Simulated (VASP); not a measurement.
# Au (Fm-3m) in VASP: notebook

One crystal, Au, is run at these levels: PBE; tasks: relaxation of the atoms, relaxation of cell and atoms.

Everything below comes from runs of VASP 6.6.1. Logs are shortened: lines on timing, memory, paths and dates and some standing lists are left out, and cuts for length are marked.

**1. The crystal as given**

The structure is cubic, space group Fm-3m (No. 225). Conventional cell: a = 4.070 Å, b = 4.070 Å, c = 4.070 Å, α = 90.00°, β = 90.00°, γ = 90.00°. Au (site symmetry m-3m) is surrounded by 12 Au at 2.88 Å.

**2. Relaxation of the atoms, PBE (a relaxed cell with its volume scaled by 1.04)**

Contents of INCAR:

```
SYSTEM = Au
PREC = Accurate ; ENCUT = 300
EDIFF = 1E-7 ; ISMEAR = 1
SIGMA = 0.1 ; LREAL = .False.
LASPH = .True. ; NELM = 80
ALGO = Normal ; ISIF = 2
LWAVE = .False. ; LCHARG = .False.
GGA = PE ; IBRION = 2
NSW = 40 ; EDIFFG = -0.01
```

Contents of KPOINTS:

```
regular mesh
0
Gamma
  8 8 8
  0 0 0
```

Contents of POSCAR:

```
Au                                      
1.0
    0.0000000000      2.1055821424      2.1055821424
    2.1055821424      0.0000000000      2.1055821424
    2.1055821424      2.1055821424     -0.0000000000
  Au            
     1
Direct
     0.0000000000000000    0.0000000000000000    0.0000000000000000
```

Potentials or basis: VASP PAW PBE potentials, release 64 (Au).

Launch:

```
$ cat potpaw_PBE.64/Au/POTCAR > POTCAR
$ mpirun -np 1 vasp_std > vasp.out
```

OUTCAR:

```text
SYSTEM = Au
   PREC = Accurate
   ENCUT = 300
   EDIFF = 1E-7
   ISMEAR = 1
   LREAL = .False.
   LASPH = .True.
   NELM = 80
   ISIF = 2
   GGA = PE
   IBRION = 2
   NSW = 40
   EDIFFG = -0.01

 ion  position               nearest neighbor table
   1  0.000  0.000  0.000-

  LATTYP: Found a face centered cubic cell.
 ALAT       =     4.2111642848

  Lattice vectors:

 A1 = (   0.0000000000,   2.1055821424,   2.1055821424)
 A2 = (   2.1055821424,   0.0000000000,   2.1055821424)
 A3 = (   2.1055821424,   2.1055821424,   0.0000000000)

Analysis of symmetry for initial positions (statically):
=====================================================================
 Subroutine PRICEL returns:
 Original cell was already a primitive cell.

 Routine SETGRP: Setting up the symmetry group for a
 face centered cubic supercell.

 Subroutine GETGRP returns: Found 48 space group operations
 (whereof 48 operations were pure point group operations)
 out of a pool of 48 trial point group operations.

The static configuration has the point symmetry O_h .

Analysis of symmetry for dynamics (positions and initial velocities):
=====================================================================
 Subroutine PRICEL returns:
 Original cell was already a primitive cell.

 Routine SETGRP: Setting up the symmetry group for a
 face centered cubic supercell.

 Subroutine GETGRP returns: Found 48 space group operations
 (whereof 48 operations were pure point group operations)
 out of a pool of 48 trial point group operations.

The dynamic configuration has the point symmetry O_h .

 Subroutine INISYM returns: Found 48 space group operations
 (whereof 48 operations are pure point group operations),
 and found     1 'primitive' translations

----------------------------------------------------------------------------------------

                                     Primitive cell

  volume of cell :      18.6701

  direct lattice vectors                    reciprocal lattice vectors
     0.000000000  2.105582142  2.105582142    -0.237464020  0.237464020  0.237464020
     2.105582142  0.000000000  2.105582142     0.237464020 -0.237464020  0.237464020
     2.105582142  2.105582142  0.000000000     0.237464020  0.237464020 -0.237464020

[... 83 lines left out ...]
   EDIFFG = -.1E-01   stopping-criterion for IOM
   NSW    =     40    number of steps for IOM
   IBRION =      2    ionic relax: 0-MD 1-quasi-New 2-CG
   NFREE  =      1    steps in history (QN), initial steepest desc. (CG)
   ISIF   =      2    stress and relaxation
   ISYM   =      2    0-nonsym 1-usesym 2-fastsym
   POTIM  = 0.5000    time-step for ionic-motion
   TEBEG  =    0.0;   TEEND  =   0.0 temperature during run
   PSTRESS=    0.0 pullay stress
   NELECT =      11.0000    total number of electrons
   NUPDOWN=      -1.0000    fix difference up-down
   EMIN   =  10.00;   EMAX   =-10.00  energy-range for DOS
   EFERMI =   0.00;   METHOD = LEGACY
   ISMEAR =     1;   SIGMA  =   0.10  broadening in eV -4-tet -1-fermi 0-gaus
   EFERMI_NEDOS =   21; number of points for ismear=-14 and -15
   IALGO  =     38    algorithm
   IMIX   =      4    mixing-type and parameters
     AMIX     =   0.40;   BMIX     =  1.00
     AMIX_MAG =   1.60;   BMIX_MAG =  1.00
  volume/ion in A,a.u.               =      18.67       125.99
  Fermi-wavevector in a.u.,A,eV,Ry     =   1.372430  2.593517 25.627446  1.883564
  Thomas-Fermi vector in A             =   2.498038
   LORBIT       =      0    0 simple, 1 ext, 2 COOP (PROOUT), +10 PAW based schemes
   GGA     = PE    functional components
   LHFCALC =     F    Hartree Fock is set to
   AEXX    =    0.0000 exact exchange contribution
   IVDW    =     0    specifies the selected vdW correction
   LEPSILON=     F    determine dielectric tensor
   LRPA    =     F    only Hartree local field effects (RPA)
 conjugate gradient relaxation of ions
 non-spin polarized calculation
 Methfessel and Paxton  Order N= 1 SIGMA  =   0.10
  energy-cutoff  :      300.00
  volume of cell :       18.67
 maximum number of plane-waves:       229
 NGX is ok and might be reduce to    18
   NGX =  9   NGY =  9   NGZ =  9

 number of electron      10.9999996 magnetization

 Free energy of the ion-electron system (eV)
  ---------------------------------------------------
  ext. energy  EPLUGINS =         0.00000000
  ---------------------------------------------------
  free energy    TOTEN  =        -3.18368585 eV

  energy without entropy =       -3.18266555  energy(sigma->0) =       -3.18334575

 E-fermi :   7.8787     XC(G=0): -12.1751

 val. band max:        7.8318069971   @ k =   0.5000   0.2500   0.1250
 cond. band min:       8.1145756164   @ k =   0.5000   0.3750   0.1250
 fundamental gap:      0.2827686192
 Fermi energy:         7.8787279900

 k-point     1 :       0.0000    0.0000    0.0000
  band No.  band energies     occupation
      1      -0.9053      2.00000
      2       3.8054      2.00000
      3       3.8054      2.00000
      4       3.8054      2.00000
      5       5.0946      2.00000
      6       5.0946      2.00000
      7      22.6370      0.00000
      8      26.1066      0.00000
      9      26.1066      0.00000
[... 265 lines left out ...]
 k-point    24 :      -0.3750    0.2500    0.1250
  band No.  band energies     occupation
      1       2.4201      2.00000
      2       3.2549      2.00000
      3       4.2300      2.00000
      4       4.5300      2.00000
      5       6.0036      2.00000
      6      10.6173      0.00000
      7      10.7027      0.00000
      8      19.5025      0.00000
      9      20.6183      0.00000

 [... further k-points ...]

------------------------ aborting loop because EDIFF is reached ----------------------------------------

  FORCE on cell =-STRESS in cart. coord.  units (eV):
  Direction    XX          YY          ZZ          XY          YZ          ZX
  --------------------------------------------------------------------------------------
  -------------------------------------------------------------------------------------
  Total       -0.5786418     -0.5786418     -0.5786418     -0.0000000     -0.0000000      0.0000000
  in kB      -49.6562393    -49.6562393    -49.6562393     -0.0000000     -0.0000000      0.0000000
  external PRESSURE =     -49.6562393 kB  Pullay stress =       0.0000000 kB

 VOLUME and BASIS-vectors are now :
 -----------------------------------------------------------------------------
  energy-cutoff  :      300.00
  volume of cell :       18.67
      direct lattice vectors                 reciprocal lattice vectors
     0.000000000  2.105582142  2.105582142    -0.237464020  0.237464020  0.237464020
     2.105582142  0.000000000  2.105582142     0.237464020 -0.237464020  0.237464020
     2.105582142  2.105582142  0.000000000     0.237464020  0.237464020 -0.237464020

 POSITION                                       TOTAL-FORCE (eV/Angst)
 -----------------------------------------------------------------------------------
      0.00000      0.00000      0.00000        -0.000000      0.000000     -0.000000
 -----------------------------------------------------------------------------------
    total drift:                                0.000000     -0.000000     -0.000000

  FREE ENERGIE OF THE ION-ELECTRON SYSTEM (eV)
  ---------------------------------------------------
  free  energy   TOTEN  =        -3.1836858547 eV

  energy  without entropy=       -3.1826655475  energy(sigma->0) =       -3.18334575

 reached required accuracy - stopping structural energy minimisation
```

It took 5.2 s on 1 thread of Intel Xeon Platinum 8259CL at 2.50GHz (Skylake/Cascade Lake), shared host; peak memory 0.11 GiB.

What came out:

```yaml
Free_energy: -3.1837 eV
Pressure_after_relaxing: -5.0 GPa
Band_gap_on_the_k_mesh: none (metal or under the smearing width)
```

Final structure:
```yaml
crystal:
  lattice:
    - [0.00000, 2.10558, 2.10558]
    - [2.10558, 0.00000, 2.10558]
    - [2.10558, 2.10558, 0.00000]
  atoms:
    - { symbol: Au, position: [0.00000, 0.00000, 0.00000] }
```

Caveat: the relaxation stopped at its first step, so nothing moved. Spin-orbit coupling is left out, which matters for the levels of Au.

[end of part 1 of 2]
